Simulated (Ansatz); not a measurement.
SiC (zincblende), relaxed with r2SCAN in Ansatz. It is cubic, F-43m (No. 216); conventional cell a = 4.356 Å, 10.33 Å³ an atom. Around Si lie 4 C at 1.89 Å; around C lie 4 Si at 1.89 Å.

The axes x, y and z are those of this cell:
```xyz
2
Lattice="0.0000 2.1781 2.1781 2.1781 0.0000 2.1781 2.1781 2.1781 0.0000" Properties=species:S:1:pos:R:3 pbc="T T T"
Si    0.0000    0.0000    0.0000
C     1.0890    1.0890    1.0890
```

Unstrained: PBE gives an indirect gap of 1.358 eV, from Γ to X; the least direct gap is 4.547 eV at X. r2SCAN gives an indirect gap of 1.713 eV, from Γ to X; the least direct gap is 5.048 eV at X. HSE06 gives an indirect gap of 2.227 eV, from Γ to X; the least direct gap is 5.720 eV at X. Meshes: PBE 10×10×10, r2SCAN 10×10×10, HSE06 8×8×8. Strains are changes of length per length. After each strain the atoms were relaxed again with r2SCAN within the symmetry that the strain leaves, so tilts or polar shifts that break it weren't tested; points keep the names that they have in the unstrained zone. (Simulation; spin polarisation is off.)

**Question.** Estimate what epitaxial -2.0 % in the xy plane, free normal strain +1.28 % does to the gap.

**Answer.** PBE: the gap goes from 1.358 to 1.155 eV (-0.203 eV); the X points, equivalent before, split by 306 meV, and the conduction bottom lies at those like (0, 1/2, 1/2); with r2SCAN the top three valence levels at Γ, degenerate before, become 2+1 from the top over 247 meV. r2SCAN: the gap goes from 1.713 to 1.511 eV (-0.202 eV); the X points, equivalent before, split by 318 meV, and the conduction bottom lies at those like (0, 1/2, 1/2). HSE06: the gap goes from 2.227 to 2.026 eV (-0.201 eV); the X points, equivalent before, split by 317 meV, and the conduction bottom lies at those like (0, 1/2, 1/2). The r2SCAN energy rises by 12.5 meV an atom.

**Question.** For epitaxial +3.0 % in the xy plane, how far does the free direction move, and what happens to the gap?

**Answer.** The normal strain at zero normal stress is -2.00 %, 0.67 of the in-plane strain with the sign turned. PBE: the gap goes from 1.358 to 0.907 eV (-0.451 eV); with r2SCAN the top three valence levels at Γ, degenerate before, become 1+2 from the top over 321 meV. r2SCAN: the gap goes from 1.713 to 1.233 eV (-0.480 eV). HSE06: the gap goes from 2.227 to 1.744 eV (-0.483 eV).

**Question.** For epitaxial +2.0 % in the xy plane, how far does the free direction move, and what happens to the gap?

**Answer.** The normal strain at zero normal stress is -1.32 %, 0.66 of the in-plane strain with the sign turned. PBE: the gap goes from 1.358 to 1.050 eV (-0.308 eV); with r2SCAN the top three valence levels at Γ, degenerate before, become 1+2 from the top over 220 meV. r2SCAN: the gap goes from 1.713 to 1.386 eV (-0.327 eV). HSE06: the gap goes from 2.227 to 1.898 eV (-0.329 eV).

**Question.** For epitaxial -3.0 % in the xy plane, how far does the free direction move, and what happens to the gap?

**Answer.** The normal strain at zero normal stress is +1.89 %, 0.63 of the in-plane strain with the sign turned. PBE: the gap goes from 1.358 to 1.050 eV (-0.308 eV); the X points, equivalent before, split by 462 meV, and the conduction bottom lies at those like (0, 1/2, 1/2); the edges go from Γ → X to Γ–K (0.15) → X; with r2SCAN the top three valence levels at Γ, degenerate before, become 2+1 from the top over 381 meV. r2SCAN: the gap goes from 1.713 to 1.406 eV (-0.307 eV); the X points, equivalent before, split by 480 meV, and the conduction bottom lies at those like (0, 1/2, 1/2); the edges go from Γ → X to Γ–K (0.15) → X. HSE06: the gap goes from 2.227 to 1.921 eV (-0.306 eV); the X points, equivalent before, split by 479 meV, and the conduction bottom lies at those like (0, 1/2, 1/2); the edges go from Γ → X to Γ–K (0.15) → X.

**Question.** For epitaxial -4.0 % in the xy plane, how far does the free direction move, and what happens to the gap?

**Answer.** The normal strain at zero normal stress is +2.49 %, 0.62 of the in-plane strain with the sign turned. PBE: the gap goes from 1.358 to 0.937 eV (-0.421 eV); the X points, equivalent before, split by 621 meV, and the conduction bottom lies at those like (0, 1/2, 1/2); the edges go from Γ → X to Γ–K (0.19) → X; with r2SCAN the top three valence levels at Γ, degenerate before, become 2+1 from the top over 524 meV. r2SCAN: the gap goes from 1.713 to 1.293 eV (-0.420 eV); the X points, equivalent before, split by 646 meV, and the conduction bottom lies at those like (0, 1/2, 1/2); the edges go from Γ → X to Γ–K (0.19) → X. HSE06: the gap goes from 2.227 to 1.808 eV (-0.419 eV); the X points, equivalent before, split by 644 meV, and the conduction bottom lies at those like (0, 1/2, 1/2); the edges go from Γ → X to Γ–K (0.19) → X.

**Question.** For epitaxial +1.0 % in the xy plane, how far does the free direction move, and what happens to the gap?

**Answer.** The normal strain at zero normal stress is -0.65 %, 0.65 of the in-plane strain with the sign turned. PBE: the gap goes from 1.358 to 1.201 eV (-0.157 eV); with r2SCAN the top three valence levels at Γ, degenerate before, become 1+2 from the top over 113 meV. r2SCAN: the gap goes from 1.713 to 1.546 eV (-0.167 eV). HSE06: the gap goes from 2.227 to 2.059 eV (-0.168 eV).

**Question.** For epitaxial +4.0 % in the xy plane, how far does the free direction move, and what happens to the gap?

**Answer.** The normal strain at zero normal stress is -2.70 %, 0.68 of the in-plane strain with the sign turned. PBE: the gap goes from 1.358 to 0.771 eV (-0.587 eV); with r2SCAN the top three valence levels at Γ, degenerate before, become 1+2 from the top over 418 meV. r2SCAN: the gap goes from 1.713 to 1.089 eV (-0.624 eV). HSE06: the gap goes from 2.227 to 1.597 eV (-0.630 eV).

**Question.** For epitaxial -1.0 % in the xy plane, how far does the free direction move, and what happens to the gap?

**Answer.** The normal strain at zero normal stress is +0.65 %, 0.65 of the in-plane strain with the sign turned. PBE: the gap goes from 1.358 to 1.258 eV (-0.100 eV); the X points, equivalent before, split by 152 meV, and the conduction bottom lies at those like (0, 1/2, 1/2); with r2SCAN the top three valence levels at Γ, degenerate before, become 2+1 from the top over 120 meV. r2SCAN: the gap goes from 1.713 to 1.612 eV (-0.101 eV); the X points, equivalent before, split by 158 meV, and the conduction bottom lies at those like (0, 1/2, 1/2). HSE06: the gap goes from 2.227 to 2.127 eV (-0.100 eV); the X points, equivalent before, split by 157 meV, and the conduction bottom lies at those like (0, 1/2, 1/2).

Where an edge lies off the special points, it is a point of the mesh or the k point where a search put PBE's edge or least direct gap, reused for the other functionals, whose own edges may lie a little apart.

The meshes of the hybrids are coarse, so their gaps aren't converged to the digits shown.

The splittings at Γ are without spin-orbit coupling, which regroups them where it is of like size or larger.
